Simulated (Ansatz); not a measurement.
The cell is COD entry 9013138, as deposited and not checked against the literature; nothing was relaxed.

An input for Se and the output that it gave: DFT, PBE, all-electron LAPW, scalar-relativistic (Ansatz 0.2.0).

Command: `ansatz run input.yaml --threads 2 --pin off --max-ram 6144MiB --backend cpu --events-out ev --progress --plain --runs-dir out` The run took 71 s on 2 threads of Intel(R) Xeon(R) 6975P-C (Granite Rapids), on a shared host, peak memory 1 GiB.

```yaml
crystal:
  lattice:
    - [5.6809998619, 3.2799267995, 1.47633]
    - [-5.6809998619, 3.2799267995, 1.47633]
    - [0.0, -6.5598535991, 1.47633]
  atoms:
    - { symbol: Se, position: [0.28066, 0.16251, 0.91818] }
    - { symbol: Se, position: [0.91818, 0.28066, 0.16251] }
    - { symbol: Se, position: [0.16251, 0.91818, 0.28066] }
    - { symbol: Se, position: [0.71934, 0.83749, 0.08182] }
    - { symbol: Se, position: [0.08182, 0.71934, 0.83749] }
    - { symbol: Se, position: [0.83749, 0.08182, 0.71934] }
kpoints:
  mp_grid: { grid: [6, 6, 6] }
  band_path:
    path:
      - [0.0, 0.0, 0.0]
      - [0.5, 0.0, 0.0]
      - [0.5, -0.5, 0.5]
      - [0.200433267, -0.799566733, 0.200433267]
      - [0.200433267, 0.200433267, 0.200433267]
      - [0.0, 0.0, 0.0]
      - [0.5, -0.5, 0.0]
    npoints: 14
scf:
  occupations: { method: fermi_dirac, width: 0.01 }
hamiltonian:
  xc: pbe
  pseudopotentials: { kind: all_electron, lapw: { basis_error: 0.001 } }
output:
  forces: true
  stress: true
  eigenvalues: true
  populations: true
  dos: { projected: true, de: 0.2, e_range: [-14, 8] }
```

What the program printed:

```
Se: projections on atomic orbitals take those of the free atom 1s2 2s2 2p6 3s2 3p6 3d10 4s2 4p4, of charge +0.00 (hamiltonian.pseudopotentials.projection_atoms)
LAPW: plane waves up to 9.337 Å⁻¹, error target 1.0e-3 eV per atom; small_component_spin mean_spin; Se in spheres of 1.178 Å, 24 of its electrons in bands, Dirac shells []
Engine: ansatz 0.2.0
Pseudopotentials: kind: all_electron
Pseudopotential: Se, LAPW, valence charge 24, Koelling and Harmon's equation, gaussian nucleus
Functional definition: PBE
  parameter kappa = 0.804
  parameter beta = 0.06672455060314922
  exchange = pbe_x(kappa = kappa, mu = beta*pi^2/3)
  correlation = pbe_c(beta = beta)
Crystal: 6 atoms, lattice volume = 165.053 Å³
Basis set: ecut = 332.14835532212425 eV, 2243 PW (Γ), FFT grids on a1+a2+a3, a2, a3, exchange–correlation at level 2
Bands: 87, of which v1, the nominal top of the filled ones, is band 72 counted from 1 (71 counted from 0)
Symmetry: 6 space group operations
Space group: R-3 (ITA 148), of the structure as read, at distance tolerance 5.5e-5 Å
k-points: 40 of 216
Non-local potential: Se, projectors of the file, none
Initial density: superposition of atomic densities (chi_scale 0.1, normalization cell)
Initial wavefunctions: plane waves of lowest kinetic energy (no species holds an atomic orbital)
Functional: x = pbe(κ = 0.804, μ = 0.2195149727645171), c = pbe(β = 0.06672455060314922)
iter 1 solved again at ethr=4.54e-4 eV; its pass at ethr=1.00e-1 eV (dr2=6.54e-1 eV) is discarded
SCF iter   1: F=—  HF=-396753.900558 eV  |F-HF|=—  |Δ(HF+E_count)|=         —  Δρ=2.24e-2  dr2=6.52e-1  ethr=4.54e-4  ⟨swp⟩=2.2  Hψ=21540  notcnv=0
preconditioner: auto → Resta (q_TF=auto, 2.667 Å⁻¹)  ε∞=3.1  [insulator: Δε(μ)=1.369 eV  Ē_g=12.036 eV  σ=0.010 eV  W_gap=1.00  n_scr=42 (ndim 8)  ℏωp=17.3 eV  f_vac=0.198  D(μ)=0.00/eV (n_scr^D=0)  ε∞_Penn≈3.1]
SCF iter   2: F=—  HF=-396753.731691 eV  |F-HF|=—  |Δ(HF+E_count)|=   1.69e-1  Δρ=1.26e-2  dr2=2.25e-1  ethr=4.53e-4  ⟨swp⟩=2.1  Hψ=10084  notcnv=0
iter 3 solved again at ethr=4.13e-6 eV; its pass at ethr=1.56e-4 eV (dr2=5.95e-3 eV) is discarded
SCF iter   3: F=—  HF=-396753.685141 eV  |F-HF|=—  |Δ(HF+E_count)|=   4.66e-2  Δρ=1.83e-3  dr2=5.93e-3  ethr=4.13e-6  ⟨swp⟩=2.0  Hψ=17596  notcnv=0
SCF iter   4: F=—  HF=-396753.692702 eV  |F-HF|=—  |Δ(HF+E_count)|=         —  Δρ=6.20e-4  dr2=8.68e-4  ethr=4.11e-6  ⟨swp⟩=2.0  Hψ=10080  notcnv=0
the basis was enlarged: its passes take 1005.5 KiB over the memory plan, 2 of 2 planned eigensolver slots
SCF iter   5: F=—  HF=-396753.692455 eV  |F-HF|=—  |Δ(HF+E_count)|=   2.47e-4  Δρ=1.95e-4  dr2=7.51e-5  ethr=6.03e-7  ⟨swp⟩=3.0  Hψ=10557  notcnv=0
SCF iter   6: F=—  HF=-396753.692507 eV  |F-HF|=—  |Δ(HF+E_count)|=   5.17e-5  Δρ=7.83e-5  dr2=1.17e-5  ethr=5.21e-8  ⟨swp⟩=3.0  Hψ=9996  notcnv=0
SCF iter   7: F=—  HF=-396753.692515 eV  |F-HF|=—  |Δ(HF+E_count)|=   8.85e-6  Δρ=3.95e-5  dr2=3.10e-6  ethr=8.12e-9  ⟨swp⟩=3.0  Hψ=9949  notcnv=0
SCF iter   8: F=—  HF=-396753.692521 eV  |F-HF|=—  |Δ(HF+E_count)|=   5.19e-6  Δρ=1.46e-5  dr2=4.60e-7  ethr=2.15e-9  ⟨swp⟩=3.0  Hψ=10090  notcnv=0
SCF iter   9: F=-396753.692522 eV  HF=-396753.692521 eV  |F-HF|=3.93e-8  |Δ(HF+E_count)|=   8.25e-7  Δρ=3.03e-6  dr2=2.86e-8  ethr=3.19e-10  ⟨swp⟩=3.0  Hψ=10157  notcnv=0
SCF 1 converged in 9 iterations: F = -396753.692522 eV  dr2 = 2.86e-8
NSCF: frozen V_eff on 85 k-points
SCF converged after 9 iterations
Free energy (F): -396753.692522 eV
Harris-Foulkes:  -396753.692521 eV  (|F-HF|=3.93e-8)
Internal energy: -396753.692522 eV  (E = F + TS)
E sigma→0 (E₀):  -396753.692522 eV
Fermi energy:    7.657257 eV
--- Per-component energies (eV) ---
  E_band       = -9895.707880
  E_kinetic    = 406163.943972
  E_xc         = -14371.128712
  E_electrostatic = -788546.507781  (all electrons and nuclei)
  E_smearing   = -0.000000  (= −TS)
  E_closure    = 0.000000  (closes the sum)
  E_atoms      = -396733.032044  (free atoms, spherical and without spin; not in F)
  Σ components = -396753.692522   (vs F -396753.692522, Δ=0.00e0)
  Basis errors (estimates in eV, not in F): energy 5.3e-4 per atom: plane waves 4.9e-4 (2.9e-4 summed), levels above the bands 0.0e0, relativity 5.8e-8, radial functions 4.0e-5, core shells 1.9e-9; eigenvalues (radial functions only) 6.0e-7; not estimated: angular momenta, meshes, grids; target (lapw.basis_error) 1.0e-3; muffin-tin radii Se 1.178 Å
--- Forces (eV/Å), atoms counted from 1 ---
  atom   1  Se     0.16468807     0.33139347     0.27829852
  atom   2  Se    -0.36933920    -0.02307269     0.27829852
  atom   3  Se     0.20465113    -0.30832079     0.27829852
  atom   4  Se    -0.16468807    -0.33139347    -0.27829852
  atom   5  Se     0.36933920     0.02307269    -0.27829852
  atom   6  Se    -0.20465113     0.30832079    -0.27829852
  max |Σ_I F_I| component: 1.11e-16 eV/Å
--- Stress (GPa, compression-positive) ---
        2.804978      -0.000000      -0.000000
       -0.000000       2.804978       0.000000
       -0.000000       0.000000       2.431361
  P = ⅓ Tr σ = 2.6804 GPa (26.804 kbar)
--- Band table (eV; the first three rows and the last of 40) ---
  k-point 0: bands = ["-201.1756", "-201.1755", "-201.1755", "-201.1752", "-201.1752", "-201.1751", "-140.7580", "-140.7572", "-140.7572", "-140.7554", "-140.7554", "-140.7545", "-140.7023", "-140.7017", "-140.7017", "-140.7005", "-140.7005", "-140.7000", "-140.4666", "-140.4666", "-140.4666", "-140.4665", "-140.4665", "-140.4665", "-41.0505", "-41.0271", "-41.0271", "-40.9972", "-40.9961", "-40.9961", "-40.9786", "-40.9786", "-40.9752", "-40.9601", "-40.9601", "-40.9295", "-40.8061", "-40.8039", "-40.8039", "-40.8010", "-40.8010", "-40.8005", "-40.7629", "-40.7616", "-40.7616", "-40.7590", "-40.7590", "-40.7575", "-40.7337", "-40.7203", "-40.7203", "-40.7025", "-40.7025", "-40.6954", "-8.7158", "-6.9920", "-6.9920", "-4.7569", "-4.7569", "-3.0830", "1.4598", "2.1299", "2.6829", "2.6829", "4.3604", "4.3604", "4.9246", "5.7874", "6.2731", "6.2731", "6.3714", "6.3714", "8.8175", "8.8175", "9.6577", "9.8602", "9.8602", "10.0520", "13.3411", "13.6259", "13.6259", "14.0092", "14.0092", "14.4097", "14.7648", "16.3251", "16.7433"]
  k-point 1: bands = ["-201.1756", "-201.1755", "-201.1755", "-201.1752", "-201.1752", "-201.1751", "-140.7580", "-140.7572", "-140.7572", "-140.7554", "-140.7554", "-140.7545", "-140.7023", "-140.7017", "-140.7017", "-140.7005", "-140.7005", "-140.7000", "-140.4666", "-140.4666", "-140.4666", "-140.4665", "-140.4665", "-140.4665", "-41.0506", "-41.0270", "-41.0269", "-40.9972", "-40.9962", "-40.9961", "-40.9787", "-40.9786", "-40.9752", "-40.9603", "-40.9602", "-40.9294", "-40.8061", "-40.8039", "-40.8039", "-40.8010", "-40.8009", "-40.8005", "-40.7629", "-40.7616", "-40.7616", "-40.7589", "-40.7589", "-40.7576", "-40.7337", "-40.7204", "-40.7202", "-40.7025", "-40.7024", "-40.6955", "-8.6417", "-7.0429", "-6.9988", "-4.7626", "-4.6673", "-3.1137", "1.5734", "2.0605", "2.4286", "2.5649", "4.0231", "4.3523", "4.5215", "5.9830", "6.1035", "6.2804", "6.5766", "6.6711", "8.5788", "8.7800", "9.3700", "9.9429", "10.0450", "10.4067", "13.2108", "13.5979", "13.8974", "14.0783", "14.5000", "14.7945", "15.7870", "15.9634", "16.4783"]
  k-point 2: bands = ["-201.1756", "-201.1755", "-201.1755", "-201.1752", "-201.1752", "-201.1751", "-140.7580", "-140.7572", "-140.7572", "-140.7554", "-140.7554", "-140.7545", "-140.7023", "-140.7017", "-140.7017", "-140.7005", "-140.7005", "-140.7000", "-140.4666", "-140.4666", "-140.4666", "-140.4665", "-140.4665", "-140.4665", "-41.0508", "-41.0269", "-41.0265", "-40.9973", "-40.9962", "-40.9960", "-40.9787", "-40.9786", "-40.9751", "-40.9606", "-40.9602", "-40.9293", "-40.8061", "-40.8040", "-40.8039", "-40.8010", "-40.8009", "-40.8004", "-40.7629", "-40.7617", "-40.7616", "-40.7589", "-40.7588", "-40.7576", "-40.7337", "-40.7206", "-40.7200", "-40.7025", "-40.7021", "-40.6958", "-8.4741", "-7.1551", "-7.0134", "-4.7719", "-4.4826", "-3.2131", "1.6304", "1.9124", "2.4218", "2.5331", "3.2669", "4.1159", "4.1842", "5.6314", "6.1134", "6.2669", "6.6482", "6.6804", "8.7859", "8.8848", "9.2093", "10.0678", "10.1680", "10.6333", "13.5726", "13.7797", "14.2933", "14.6169", "15.6328", "15.8106", "16.1171", "16.5098", "16.8529"]
  k-point 39: bands = ["-201.1756", "-201.1755", "-201.1755", "-201.1752", "-201.1752", "-201.1751", "-140.7580", "-140.7572", "-140.7572", "-140.7554", "-140.7554", "-140.7545", "-140.7023", "-140.7017", "-140.7017", "-140.7005", "-140.7005", "-140.7000", "-140.4666", "-140.4666", "-140.4666", "-140.4665", "-140.4665", "-140.4665", "-41.0506", "-41.0268", "-41.0268", "-40.9972", "-40.9963", "-40.9963", "-40.9786", "-40.9786", "-40.9751", "-40.9602", "-40.9602", "-40.9297", "-40.8059", "-40.8041", "-40.8041", "-40.8009", "-40.8009", "-40.8004", "-40.7631", "-40.7616", "-40.7616", "-40.7589", "-40.7589", "-40.7576", "-40.7344", "-40.7198", "-40.7198", "-40.7023", "-40.7023", "-40.6963", "-8.2195", "-7.2230", "-7.2230", "-4.8170", "-4.8170", "-2.5434", "1.7358", "2.1375", "2.1375", "3.0238", "3.4929", "3.4929", "3.7208", "5.5200", "5.5200", "5.7616", "5.7616", "7.0626", "8.5051", "8.5051", "8.9368", "10.6182", "11.3017", "11.3017", "14.0103", "14.0103", "14.6859", "15.8260", "16.3962", "16.7599", "16.7599", "16.7974", "16.7974"]
--- Löwdin populations: 6 sites ---
  site symbol       q [e]
     0     Se     33.9443
     1     Se     33.9443
     2     Se     33.9443
     3     Se     33.9443
     4     Se     33.9443
     5     Se     33.9443
  spilling = 0.001639 (of n_electrons = 204.000000)
```
